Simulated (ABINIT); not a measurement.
# C (Fd-3m) in ABINIT: a series of runs

The runs below take C through band structure, with PBE, HCTH407, LDA, WC.

Everything below comes from runs of ABINIT 10.8.3 (patched build). Logs are shortened: lines on timing, memory, paths and dates and some standing lists are left out, and cuts for length are marked. The log counts tension as positive stress, the text compression.

## (1) The structure

Symmetry: Fd-3m, No. 227, cubic system. The conventional cell has a = 3.567 Å, b = 3.567 Å, c = 3.567 Å, α = 90.00°, β = 90.00°, γ = 90.00°. C (site symmetry -43m) has 4 C at 1.54 Å as nearest neighbours.

This isn't the form of C at room conditions, which is graphite.

## (2) Band structure, PBE

Contents of run.abi:

```
# Datasets: ground state, then fixed potential
ndtset 2

# Pseudopotentials
pp_dirpath "./"
pseudos "C.upf"

# Structure
acell 3*1.0
rprim
     0.0000000000     3.3700808789     3.3700808789
     3.3700808789     0.0000000000     3.3700808789
     3.3700808789     3.3700808789     0.0000000000
ntypat 1
znucl 6
natom 2
typat 1 1
xred
     0.7500000000     0.7500000000     0.7500000000
     0.5000000000     0.5000000000     0.5000000000

# Plane-wave basis
ecut 41.0

# Exchange and correlation
ixc 11

# Bands and occupations
occopt 3
tsmear 0.05 eV

# SCF cycle
nstep 100

# Output
iomode 3
prtwf 0
prteig 0
prtebands 0
prtden1 1

# Dataset 1
kptopt1 1
ngkpt1 13 13 13
nshiftk1 1
shiftk1 0.0 0.0 0.0
nband1 8
tolvrs1 1.0e-10

# Dataset 2: bands along G-X-W-K-G-L-U-W-L-K
iscf2 -2
getden2 1
nband2 12
nbdbuf2 2
tolwfr2 1.0e-12
kptopt2 -9
ndivsm2 8
prteig2 1
kptbounds2
     0.0000000000     0.0000000000     0.0000000000
     0.5000000000     0.0000000000     0.5000000000
     0.5000000000     0.2500000000     0.7500000000
     0.3750000000     0.3750000000     0.7500000000
     0.0000000000     0.0000000000     0.0000000000
     0.5000000000     0.5000000000     0.5000000000
     0.6250000000     0.2500000000     0.6250000000
     0.5000000000     0.2500000000     0.7500000000
     0.5000000000     0.5000000000     0.5000000000
     0.3750000000     0.3750000000     0.7500000000
```

Potentials or basis: PseudoDojo NC SR PBE v0.5 standard.

Command:

```
abinit run.abi > log 2>&1
```

run.abo:

```text
.Version 10.8.3 of ABINIT
 DATASET    1 : space group Fd -3 m (#227); Bravais cF (face-center cubic)
================================================================================
 Values of the parameters that define the memory need for DATASET  1.
     intxc =       0    ionmov =       0      iscf =       7    lmnmax =       4
     lnmax =       4     mgfft =      30  mpssoang =       2    mqgrid =    3001
     natom =       2  nloc_mem =       1    nspden =       1   nspinor =       1
    nsppol =       1      nsym =      48    n1xccc =    2501    ntypat =       1
    occopt =       3   xclevel =       2
       mpw =         974          nfft =       27000          nkpt =          84
================================================================================
================================================================================

 DATASET    2 : space group Fd -3 m (#227); Bravais cF (face-center cubic)
================================================================================
 Values of the parameters that define the memory need for DATASET  2.
     intxc =       0    ionmov =       0      iscf =      -2    lmnmax =       4
     lnmax =       4     mgfft =      30  mpssoang =       2    mqgrid =    3001
     natom =       2  nloc_mem =       1    nspden =       1   nspinor =       1
    nsppol =       1      nsym =      48    n1xccc =    2501    ntypat =       1
    occopt =       3   xclevel =       2
       mpw =         974          nfft =       27000          nkpt =         139
================================================================================
================================================================================

--------------------------------------------------------------------------------
------------- Echo of variables that govern the present computation ------------
--------------------------------------------------------------------------------
 -outvars: echo values of preprocessed input variables --------
            acell      1.0000000000E+00  1.0000000000E+00  1.0000000000E+00 Bohr
              amu      1.20110000E+01
             ecut      4.10000000E+01 Hartree
           getden1          0
           getden2          1
             iscf1          7
             iscf2         -2
                       outvar_i_n : Printing only first  50 k-points.
              ixc          11
           jdtset        1    2
                       outvar_i_n : Printing only first  50 k-points.
           kptopt1          1
           kptopt2         -9
         kptrlatt       13    0    0      0   13    0      0    0   13
          kptrlen1     6.19581831E+01
          kptrlen2     3.00000000E+01
            natom           2
            nband1          8
            nband2         12
           nbdbuf1          0
           nbdbuf2          2
           ndtset           2
           ndivsm1          0
           ndivsm2          8
            ngfft          30      30      30
             nkpt1         84
             nkpt2        139
            nstep         100
             nsym          48
           ntypat           1
                       prtocc : prtvol=0, do not print more k-points.
           occopt           3
        prtebands           0
           prteig1          0
           prteig2          1
            prtwf           0
            rprim      0.0000000000E+00  3.3700808789E+00  3.3700808789E+00
                       3.3700808789E+00  0.0000000000E+00  3.3700808789E+00
                       3.3700808789E+00  3.3700808789E+00  0.0000000000E+00
           shiftk1     0.00000000E+00  0.00000000E+00  0.00000000E+00
           shiftk2     5.00000000E-01  5.00000000E-01  5.00000000E-01
          spgroup         227
           tolvrs1     1.00000000E-10
           tolvrs2     0.00000000E+00
           tolwfr1     0.00000000E+00
           tolwfr2     1.00000000E-12
           tsmear      1.83746611E-03 Hartree
            typat      1  1
                       outvars : Printing only first  50 k-points.
           xangst      2.6750549982E+00  2.6750549982E+00  2.6750549982E+00
                       1.7833699988E+00  1.7833699988E+00  1.7833699988E+00
            xcart      5.0551213184E+00  5.0551213184E+00  5.0551213184E+00
                       3.3700808789E+00  3.3700808789E+00  3.3700808789E+00
[... 191 lines left out ...]
 Non-SCF case, kpt    1 (  0.00000  0.00000  0.00000), residuals and eigenvalues=
  6.33E-13  1.46E-13  9.50E-13  1.50E-13  5.00E-13  1.47E-13  3.30E-13  3.81E-13
  1.64E-13  2.60E-13  1.65E-11  8.28E-13
 -4.1144E-01  3.7826E-01  3.7826E-01  3.7826E-01  5.8496E-01  5.8496E-01
  5.8496E-01  8.6812E-01  1.0874E+00  1.3653E+00  1.3653E+00  1.3936E+00
 Non-SCF case, kpt    2 (  0.02174  0.00000  0.02174), residuals and eigenvalues=
  2.74E-13  1.28E-13  1.49E-13  8.83E-13  5.62E-13  3.36E-13  1.76E-13  2.56E-13
  1.55E-13  4.46E-13  1.74E-08  4.04E-11
 -4.1080E-01  3.7552E-01  3.7552E-01  3.7667E-01  5.8444E-01  5.8825E-01
  5.8825E-01  8.6865E-01  1.0885E+00  1.3307E+00  1.3662E+00  1.3951E+00
 Non-SCF case, kpt    3 (  0.04348  0.00000  0.04348), residuals and eigenvalues=
  1.26E-13  2.71E-13  2.90E-13  1.53E-13  7.11E-14  3.75E-13  6.72E-13  4.50E-13
  3.49E-13  8.96E-13  6.07E-07  1.22E-10
 -4.0888E-01  3.6781E-01  3.6781E-01  3.7194E-01  5.8292E-01  5.9761E-01
[... 667 lines left out ...]
  5.88E-13  5.11E-13  7.12E-13  5.42E-13  1.33E-13  1.78E-13  7.55E-13  1.46E-13
  2.21E-13  2.40E-13  1.66E-13  1.60E-09
 -1.1968E-01 -4.7135E-02  4.5342E-02  1.9202E-01  6.0052E-01  8.2287E-01
  8.7946E-01  9.3057E-01  1.0482E+00  1.2792E+00  1.3077E+00  1.6156E+00
 Non-SCF case, kpt  138 (  0.38393  0.38393  0.73214), residuals and eigenvalues=
  8.34E-14  4.55E-13  8.54E-14  1.63E-13  1.97E-13  5.35E-13  6.31E-13  4.58E-13
  3.17E-13  1.77E-13  5.67E-13  5.48E-09
 -1.0798E-01 -4.7744E-02  3.5311E-02  1.8582E-01  5.9441E-01  7.9874E-01
  8.9474E-01  9.4489E-01  1.0546E+00  1.2771E+00  1.3198E+00  1.6315E+00
 Non-SCF case, kpt  139 (  0.37500  0.37500  0.75000), residuals and eigenvalues=
  8.11E-14  4.83E-13  7.27E-14  1.99E-13  1.78E-13  3.59E-13  6.04E-13  2.91E-13
  3.00E-13  2.17E-13  8.71E-13  1.64E-08
 -9.9084E-02 -5.3345E-02  3.5491E-02  1.8058E-01  5.8926E-01  7.7507E-01
  9.0710E-01  9.5289E-01  1.0673E+00  1.2736E+00  1.3361E+00  1.6371E+00

--- !ResultsGS
iteration_state: {dtset: 2, }
comment   : Summary of ground state results
lattice_vectors:
- [  0.0000000,   3.3700809,   3.3700809, ]
- [  3.3700809,   0.0000000,   3.3700809, ]
- [  3.3700809,   3.3700809,   0.0000000, ]
lattice_lengths: [   4.76601,    4.76601,    4.76601, ]
lattice_angles: [ 60.000,  60.000,  60.000, ] # degrees, (23, 13, 12)
lattice_volume:   7.6551017E+01
convergence: {deltae:  0.000E+00, res2:  0.000E+00, residm:  9.980E-13, diffor:  0.000E+00, }
etotal    :  -1.20376282E+01
entropy   :   0.00000000E+00
fermie    :   4.78867556E-01
cartesian_stress_tensor: null
pressure_GPa: null
xred      :
- [  7.5000E-01,   7.5000E-01,   7.5000E-01,  C]
- [  5.0000E-01,   5.0000E-01,   5.0000E-01,  C]
cartesian_forces: null
force_length_stats: {min: null, max: null, mean: null, }
...

 Integrated electronic density in atomic spheres:
 ------------------------------------------------
 Atom  Sphere_radius  Integrated_density
    1        2.00000          4.67082898
    2        2.00000          4.70874028
================================================================================

 ----iterations are completed or convergence reached----

 Mean square residual over all n,k,spin=   38.254E-14; max=  99.803E-14
 reduced coordinates (array xred) for    2 atoms
       0.750000000000      0.750000000000      0.750000000000
       0.500000000000      0.500000000000      0.500000000000

 cartesian coordinates (angstrom) at end:
    1      2.67505499820596     2.67505499820596     2.67505499820596
    2      1.78336999880397     1.78336999880397     1.78336999880397
 length scales=  1.000000000000  1.000000000000  1.000000000000 bohr
              =  0.529177210544  0.529177210544  0.529177210544 angstroms
 Eigenvalues (hartree) for nkpt= 139  k points:
 kpt#   1, nband= 12, wtk=  1.00000, kpt=  0.0000  0.0000  0.0000 (reduced coord)
  -0.41144    0.37826    0.37826    0.37826    0.58496    0.58496    0.58496    0.86812
   1.08739    1.36534    1.36534    1.39362
 kpt#   2, nband= 12, wtk=  1.00000, kpt=  0.0217  0.0000  0.0217 (reduced coord)
  -0.41080    0.37552    0.37552    0.37667    0.58444    0.58825    0.58825    0.86865
   1.08853    1.33067    1.36615    1.39513
 kpt#   3, nband= 12, wtk=  1.00000, kpt=  0.0435  0.0000  0.0435 (reduced coord)
  -0.40888    0.36781    0.36781    0.37194    0.58292    0.59761    0.59761    0.87006
   1.09193    1.28547    1.36859    1.39965
 kpt#   4, nband= 12, wtk=  1.00000, kpt=  0.0652  0.0000  0.0652 (reduced coord)
  -0.40568    0.35631    0.35631    0.36422    0.58047    0.61185    0.61185    0.87173
   1.09746    1.24181    1.37266    1.40717
 kpt#   5, nband= 12, wtk=  1.00000, kpt=  0.0870  0.0000  0.0870 (reduced coord)
  -0.40119    0.34231    0.34231    0.35373    0.57722    0.62966    0.62966    0.87265
   1.10495    1.20180    1.37837    1.41766
 kpt#   6, nband= 12, wtk=  1.00000, kpt=  0.1087  0.0000  0.1087 (reduced coord)
  -0.39544    0.32685    0.32685    0.34075    0.57330    0.64998    0.64998    0.87140
[... 386 lines left out ...]
  -0.14288   -0.06000    0.08624    0.20689    0.61557    0.84199    0.86718    0.89110
   1.05175    1.28025    1.29543    1.55689
 kpt# 136, nband= 12, wtk=  1.00000, kpt=  0.4018  0.4018  0.6964 (reduced coord)
  -0.13157   -0.05216    0.06355    0.19908    0.60759    0.84662    0.86168    0.91129
   1.04767    1.28022    1.29966    1.58973
 kpt# 137, nband= 12, wtk=  1.00000, kpt=  0.3929  0.3929  0.7143 (reduced coord)
  -0.11968   -0.04714    0.04534    0.19202    0.60052    0.82287    0.87946    0.93057
   1.04821    1.27922    1.30767    1.61563
 kpt# 138, nband= 12, wtk=  1.00000, kpt=  0.3839  0.3839  0.7321 (reduced coord)
  -0.10798   -0.04774    0.03531    0.18582    0.59441    0.79874    0.89474    0.94489
   1.05461    1.27705    1.31978    1.63154
 kpt# 139, nband= 12, wtk=  1.00000, kpt=  0.3750  0.3750  0.7500 (reduced coord)
  -0.09908   -0.05335    0.03549    0.18058    0.58926    0.77507    0.90710    0.95289
   1.06734    1.27362    1.33608    1.63715

== END DATASET(S) ==============================================================
================================================================================

 -outvars: echo values of variables after computation  --------
            acell      1.0000000000E+00  1.0000000000E+00  1.0000000000E+00 Bohr
           etotal1    -1.2037628200E+01
            fcart1    -1.6385441581E-30  5.4618138604E-31  1.6385441581E-30
                       1.6385441581E-30 -5.4618138604E-31 -1.6385441581E-30
            rprim      0.0000000000E+00  3.3700808789E+00  3.3700808789E+00
                       3.3700808789E+00  0.0000000000E+00  3.3700808789E+00
                       3.3700808789E+00  3.3700808789E+00  0.0000000000E+00
           strten1    -6.6145607810E-05 -6.6145607810E-05 -6.6145607810E-05
                       0.0000000000E+00  0.0000000000E+00  0.0000000000E+00
           xangst      2.6750549982E+00  2.6750549982E+00  2.6750549982E+00
                       1.7833699988E+00  1.7833699988E+00  1.7833699988E+00
             xred      7.5000000000E-01  7.5000000000E-01  7.5000000000E-01
                       5.0000000000E-01  5.0000000000E-01  5.0000000000E-01
 Calculation completed.
```

Run time: 28 s. Hardware: 1 thread of Arm Neoverse V2, shared host; peak memory 0.12 GiB.

What came out:

| Item | Value |
| --- | --- |
| Free energy | -327.5606 eV |
| Pressure | 1.9 GPa |
| Band gap on the k mesh | 4.20 eV, indirect (least direct gap 5.62 eV) |
| Band gap along the path | 4.19 eV, indirect (least direct gap 5.62 eV) |
| All electrons inside the program's atomic spheres | C 4.67, 4.71 (radii [1.0584] Å) |

Levels at the corners of the path, in eV from the valence-band top:
| point | band 2 | band 3 | band 4 | band 5 | band 6 | band 7 |
| --- | --- | --- | --- | --- | --- | --- |
| Γ | 0.00 | 0.00 | 0.00 | 5.62 | 5.62 | 5.62 |
| X | -12.78 | -6.32 | -6.32 | 4.83 | 4.83 | 16.81 |
| W | -11.99 | -8.33 | -8.33 | 10.68 | 10.68 | 12.35 |
| K | -11.74 | -9.33 | -5.38 | 5.74 | 10.80 | 14.39 |
| Γ | 0.00 | 0.00 | 0.00 | 5.62 | 5.62 | 5.62 |
| L | -13.39 | -2.81 | -2.81 | 8.52 | 8.52 | 8.89 |
| U | -11.74 | -9.33 | -5.38 | 5.74 | 10.80 | 14.39 |
| W | -11.99 | -8.33 | -8.33 | 10.68 | 10.68 | 12.35 |
| L | -13.39 | -2.81 | -2.81 | 8.52 | 8.52 | 8.89 |
| K | -11.74 | -9.33 | -5.38 | 5.74 | 10.80 | 14.39 |

[end of part 1 of 2]
